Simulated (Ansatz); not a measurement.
# Si12HO24: the cost of one run

Program: Ansatz 0.2.0. Level of theory: DFT PBEsol, plane waves, PAW, scalar-relativistic, collinear spin. These are calculated values, not measurements.

1 further run of the same task is left out (it didn't finish).

**1. The structure to begin with**

The cell holds 37 atoms (HO24Si12): a = 8.926 Å, b = 8.926 Å, c = 10.460 Å, α = 90.00°, β = 90.00°, γ = 130.29°.

The coordinates stand in the first input below.

**2. Relaxing end A**

File input.yaml:

```yaml
crystal:
  lattice:
    - [3.75155, -8.099073, 0.0]
    - [3.75155, 8.099073, 0.0]
    - [0.0, 0.0, 10.460084]
  atoms:
    - { symbol: Si, position: [0.0103742, 0.402688, 0.125] }
    - { symbol: Si, position: [0.402688, 0.0103742, 0.375] }
    - { symbol: Si, position: [0.597312, 0.9896258, 0.125] }
    - { symbol: Si, position: [0.9896258, 0.597312, 0.375] }
    - { symbol: Si, position: [0.4430939, 0.5569061, 0.125] }
    - { symbol: Si, position: [0.5569061, 0.4430939, 0.375] }
    - { symbol: O, position: [0.0, 0.5, 0.25] }
    - { symbol: O, position: [0.5, 0.0, 0.25] }
    - { symbol: O, position: [0.5, 0.0, 0.0] }
    - { symbol: O, position: [0.0, 0.5, 0.0] }
    - { symbol: O, position: [0.2103535, 0.4371536, 0.125] }
    - { symbol: O, position: [0.4371536, 0.2103535, 0.375] }
    - { symbol: O, position: [0.5628464, 0.7896465, 0.125] }
    - { symbol: O, position: [0.7896465, 0.5628464, 0.375] }
    - { symbol: O, position: [0.8301194, 0.1698806, 0.125] }
    - { symbol: O, position: [0.1698806, 0.8301194, 0.375] }
    - { symbol: O, position: [0.5, 0.5, 0.0] }
    - { symbol: O, position: [0.5, 0.5, 0.25] }
    - { symbol: Si, position: [0.0103742, 0.402688, 0.625] }
    - { symbol: Si, position: [0.402688, 0.0103742, 0.875] }
    - { symbol: Si, position: [0.597312, 0.9896258, 0.625] }
    - { symbol: Si, position: [0.9896258, 0.597312, 0.875] }
    - { symbol: Si, position: [0.4430939, 0.5569061, 0.625] }
    - { symbol: Si, position: [0.5569061, 0.4430939, 0.875] }
    - { symbol: O, position: [0.0, 0.5, 0.75] }
    - { symbol: O, position: [0.5, 0.0, 0.75] }
    - { symbol: O, position: [0.5, 0.0, 0.5] }
    - { symbol: O, position: [0.0, 0.5, 0.5] }
    - { symbol: O, position: [0.2103535, 0.4371536, 0.625] }
    - { symbol: O, position: [0.4371536, 0.2103535, 0.875] }
    - { symbol: O, position: [0.5628464, 0.7896465, 0.625] }
    - { symbol: O, position: [0.7896465, 0.5628464, 0.875] }
    - { symbol: O, position: [0.8301194, 0.1698806, 0.625] }
    - { symbol: O, position: [0.1698806, 0.8301194, 0.875] }
    - { symbol: O, position: [0.5, 0.5, 0.5] }
    - { symbol: O, position: [0.5, 0.5, 0.75] }
    - { symbol: H, position: [0.790882, 0.9128279, 0.877017], spin: 1.0 }
magnetization:
  spin_polarized: true
basis:
  ecutwfc: 420.0
kpoints:
  mp_grid: { grid: [2, 2, 1] }
hamiltonian:
  xc: pbesol
  pseudopotentials: { kind: paw, azcp: { folder: soft_1 } }
scf:
  occupations: { method: gaussian, width: 0.02 }
  lower_state_search: "off"
relax:
  f_tol: 0.03
  max_steps: 60
  adjacent_minimum: "off"
```

Run with:

```console
$ ansatz run input.yaml --threads 4 --pin off --max-ram 10240MiB --backend cpu --events-out ev --progress --plain --runs-dir out
```

Q: Estimate wall time and peak memory on 4 threads of Arm Neoverse V1, shared host.

About 3.9 min, with a peak of 1.9 GiB.
